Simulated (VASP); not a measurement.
# GaN (I4/mmm) in VASP: a series of runs

The runs below take GaN through single point, with PBE.

Everything below comes from runs of VASP 6.6.1. Logs are shortened: lines on timing, memory, paths and dates and some standing lists are left out, and cuts for length are marked.

**1. The cell of the first run**

It takes space group I4/mmm (No. 139, tetragonal). Conventional cell: a = 3.065 Å, b = 3.065 Å, c = 4.270 Å, α = 90.00°, β = 90.00°, γ = 90.00°. Around Ga (site symmetry 4/mmm) lie 6 N at 2.14 to 2.17 Å. N (site symmetry 4/mmm) has 6 Ga at 2.14 to 2.17 Å as nearest neighbours.

Measurements of this composition are mostly on another form, of space group No. 186.

**2. Single point, PBE (strain +0.015 along x and y, +0.000 along z, atoms carried along)**

Contents of INCAR:

```
ALGO = Normal
EDIFF = 1E-7
ENCUT = 520
GGA = PE
ISIF = 2
ISMEAR = 0
LASPH = T
LCHARG = F
LREAL = F
LWAVE = F
NBANDS = 16
NELM = 100
PREC = Accurate
SIGMA = 0.05
```

Contents of KPOINTS:

```
k-points
0
Gamma
  14 14 14
```

Contents of POSCAR:

```
GaN
1.0
    0.0000000000      2.1672635250      2.1352350000
    2.1672635250      0.0000000000      2.1352350000
    2.1672635250      2.1672635250      0.0000000000
Ga N
1 1
Direct
    0.0000000000      0.0000000000      0.0000000000
    0.5000000000      0.5000000000      0.5000000000
```

Potentials or basis: VASP PAW PBE potentials, release 64 (Ga_d, N).

Run with:

```sh
cat potpaw_PBE.64/Ga_d/POTCAR potpaw_PBE.64/N/POTCAR > POTCAR
mpirun -np 1 vasp_std > vasp.out
```

OUTCAR:

```text
EDIFF = 1E-7
   ENCUT = 520
   GGA = PE
   ISIF = 2
   ISMEAR = 0
   LASPH = T
   LREAL = F
   NELM = 100
   PREC = Accurate

 ion  position               nearest neighbor table
   1  0.000  0.000  0.000-   2 2.14   2 2.14   2 2.17   2 2.17   2 2.17   2 2.17
   2  0.500  0.500  0.500-   1 2.14   1 2.14   1 2.17   1 2.17   1 2.17   1 2.17

  LATTYP: Found a body centered tetragonal cell.
 ALAT       =     3.0649734703
 C/A-ratio  =     1.3933138546

  Lattice vectors:

 A1 = (   0.0000000000,  -2.1672635250,  -2.1352350000)
 A2 = (   0.0000000000,   2.1672635250,  -2.1352350000)
 A3 = (   2.1672635250,   0.0000000000,   2.1352350000)

Analysis of symmetry for initial positions (statically):
=====================================================================
 Subroutine PRICEL returns:
 Original cell was already a primitive cell.

 Routine SETGRP: Setting up the symmetry group for a
 body centered tetragonal supercell.

 Subroutine GETGRP returns: Found 16 space group operations
 (whereof 16 operations were pure point group operations)
 out of a pool of 16 trial point group operations.

The static configuration has the point symmetry D_4h.

Analysis of symmetry for dynamics (positions and initial velocities):
=====================================================================
 Subroutine PRICEL returns:
 Original cell was already a primitive cell.

 Routine SETGRP: Setting up the symmetry group for a
 body centered tetragonal supercell.

 Subroutine GETGRP returns: Found 16 space group operations
 (whereof 16 operations were pure point group operations)
 out of a pool of 16 trial point group operations.

The dynamic configuration has the point symmetry D_4h.

 Subroutine INISYM returns: Found 16 space group operations
 (whereof 16 operations are pure point group operations),
 and found     1 'primitive' translations

----------------------------------------------------------------------------------------

                                     Primitive cell

  volume of cell :      20.0585

  direct lattice vectors                    reciprocal lattice vectors
     0.000000000  2.167263525  2.135235000    -0.230705678  0.230705678  0.234166263
     2.167263525  0.000000000  2.135235000     0.230705678 -0.230705678  0.234166263
     2.167263525  2.167263525  0.000000000     0.230705678  0.230705678 -0.234166263

  length of vectors
     3.042410178  3.042410178  3.064973470     0.401601865  0.401601865  0.401601865

  position of ions in fractional coordinates (direct lattice)
[... 80 lines left out ...]
   LREAL  =      F    real-space projection
   EDIFFG = 0.1E-05   stopping-criterion for IOM
   NSW    =      0    number of steps for IOM
   IBRION =     -1    ionic relax: 0-MD 1-quasi-New 2-CG
   NFREE  =      0    steps in history (QN), initial steepest desc. (CG)
   ISIF   =      2    stress and relaxation
   ISYM   =      2    0-nonsym 1-usesym 2-fastsym
   POTIM  = 0.5000    time-step for ionic-motion
   TEBEG  =    0.0;   TEEND  =   0.0 temperature during run
   PSTRESS=    0.0 pullay stress
   NELECT =      18.0000    total number of electrons
   NUPDOWN=      -1.0000    fix difference up-down
   EMIN   =  10.00;   EMAX   =-10.00  energy-range for DOS
   EFERMI =   0.00;   METHOD = LEGACY
   ISMEAR =     0;   SIGMA  =   0.05  broadening in eV -4-tet -1-fermi 0-gaus
   EFERMI_NEDOS =   21; number of points for ismear=-14 and -15
   IALGO  =     38    algorithm
   IMIX   =      4    mixing-type and parameters
     AMIX     =   0.40;   BMIX     =  1.00
     AMIX_MAG =   1.60;   BMIX_MAG =  1.00
  volume/ion in A,a.u.               =      10.03        67.68
  Fermi-wavevector in a.u.,A,eV,Ry     =   1.579062  2.983995 33.925285  2.493438
  Thomas-Fermi vector in A             =   2.679499
   LORBIT       =      0    0 simple, 1 ext, 2 COOP (PROOUT), +10 PAW based schemes
   GGA     = PE    functional components
   LHFCALC =     F    Hartree Fock is set to
   AEXX    =    0.0000 exact exchange contribution
   IVDW    =     0    specifies the selected vdW correction
   LEPSILON=     F    determine dielectric tensor
   LRPA    =     F    only Hartree local field effects (RPA)
 non-spin polarized calculation
 Gauss-broadening in eV      SIGMA  =   0.05
  energy-cutoff  :      520.00
  volume of cell :       20.06
 maximum number of plane-waves:       556
   NGX = 11   NGY = 11   NGZ = 11

 number of electron      17.9999992 magnetization

 Free energy of the ion-electron system (eV)
  ---------------------------------------------------
  ext. energy  EPLUGINS =         0.00000000
  ---------------------------------------------------
  free energy    TOTEN  =       -11.19653384 eV

  energy without entropy =      -11.19651856  energy(sigma->0) =      -11.19652620

 E-fermi :   7.2540     XC(G=0): -12.7375

 val. band max:        7.1683977557   @ k =  -0.2143  -0.0000   0.1429
 cond. band min:       7.2931767470   @ k =   0.5000   0.5000   0.0000
 fundamental gap:      0.1247789913
 Fermi energy:         7.2540481055

 k-point     1 :       0.0000    0.0000    0.0000
  band No.  band energies     occupation
      1      -9.5566      2.00000
      2      -6.8597      2.00000
      3      -6.8597      2.00000
      4      -6.8548      2.00000
      5      -6.7873      2.00000
      6      -6.7669      2.00000
[... 433 lines left out ...]
      3      -6.8520      2.00000
      4      -6.8373      2.00000
      5      -6.7165      2.00000
      6      -6.6988      2.00000
[... 8 lines left out ...]
     15      26.2980      0.00000
     16      27.2553      0.00000

 [... further k-points ...]

------------------------ aborting loop because EDIFF is reached ----------------------------------------

  FORCE on cell =-STRESS in cart. coord.  units (eV):
  Direction    XX          YY          ZZ          XY          YZ          ZX
  --------------------------------------------------------------------------------------
  -------------------------------------------------------------------------------------
  Total       -0.7500579     -0.7500579     -0.5091596      0.0000000     -0.0000000      0.0000000
  in kB      -59.9109538    -59.9109538    -40.6691777      0.0000000     -0.0000000      0.0000000
  external PRESSURE =     -53.4970284 kB  Pullay stress =       0.0000000 kB

 VOLUME and BASIS-vectors are now :
 -----------------------------------------------------------------------------
  energy-cutoff  :      520.00
  volume of cell :       20.06
      direct lattice vectors                 reciprocal lattice vectors
     0.000000000  2.167263525  2.135235000    -0.230705678  0.230705678  0.234166263
     2.167263525  0.000000000  2.135235000     0.230705678 -0.230705678  0.234166263
     2.167263525  2.167263525  0.000000000     0.230705678  0.230705678 -0.234166263

 POSITION                                       TOTAL-FORCE (eV/Angst)
 -----------------------------------------------------------------------------------
      0.00000      0.00000      0.00000        -0.000000      0.000000      0.000000
      2.16726      2.16726      2.13524         0.000000     -0.000000     -0.000000
 -----------------------------------------------------------------------------------
    total drift:                                0.000000     -0.000000     -0.000000

  FREE ENERGIE OF THE ION-ELECTRON SYSTEM (eV)
  ---------------------------------------------------
  free  energy   TOTEN  =       -11.1965338382 eV

  energy  without entropy=      -11.1965185597  energy(sigma->0) =      -11.19652620
```

Wall time 22 s (1 thread of Intel Xeon 6975P-C (Granite Rapids), shared host); peak memory 0.19 GiB.

What came out:

* Free energy: -11.1965 eV
* Pressure: -5.3 GPa
* Band gap on the k mesh: 0.12 eV, indirect (least direct gap 1.97 eV)

A k mesh can miss the band edges.

**3. Single point, PBE (strain +0.015 along x and y, +0.030 along z, atoms carried along)**

Contents of INCAR:

```
SYSTEM = GaN
PREC = Accurate ; ENCUT = 520
EDIFF = 1E-7 ; ISMEAR = 0
SIGMA = 0.05 ; LREAL = .False.
LASPH = .True. ; NELM = 100
ALGO = Normal ; ISIF = 2
LWAVE = .False. ; LCHARG = .False.
GGA = PE ; NBANDS = 16
```

Contents of KPOINTS:

```
Automatic mesh
0
Gamma
  14 14 14
  0 0 0
```

Contents of POSCAR:

```
GaN
1.0
    0.0000000000      2.1672635250      2.1992920500
    2.1672635250      0.0000000000      2.1992920500
    2.1672635250      2.1672635250      0.0000000000
Ga N
1 1
Direct
    0.0000000000      0.0000000000      0.0000000000
    0.5000000000      0.5000000000      0.5000000000
```

Potentials or basis: VASP PAW PBE potentials, release 64 (Ga_d, N).

Run with:

```sh
cat potpaw_PBE.64/Ga_d/POTCAR potpaw_PBE.64/N/POTCAR > POTCAR
mpirun -np 1 vasp_std > vasp.out
```

Run time: 25 s. Hardware: 1 thread of Intel Xeon 6975P-C (Granite Rapids), shared host; peak memory 0.19 GiB.

It converged, with:

```
Free energy            : -11.1673 eV
Pressure               : -10.3 GPa
Band gap on the k mesh : none (metal or under the smearing width)
```

Stress tensor (GPa, compression positive):
```
 -9.86   0.00   0.00
  0.00  -9.86   0.00
  0.00   0.00 -11.25
```

Levels at points of the mesh, in eV from the Fermi level:
```tsv
k point	band 6	band 7	band 8	band 9	band 10	band 11	band 12	band 13
(0.00, 0.00, 0.00)	-14.00	-0.52	-0.52	-0.39	1.20	14.08	14.15	14.20
(0.50, 0.00, 0.00)	-13.74	-7.84	-0.26	-0.20	4.26	8.20	8.41	8.67
(0.50, 0.50, 0.00)	-11.32	-6.52	-2.73	-2.73	0.08	7.79	10.86	13.41
(0.50, 0.00, 0.50)	-11.19	-6.50	-2.90	-2.70	-0.05	7.63	11.04	13.05
```
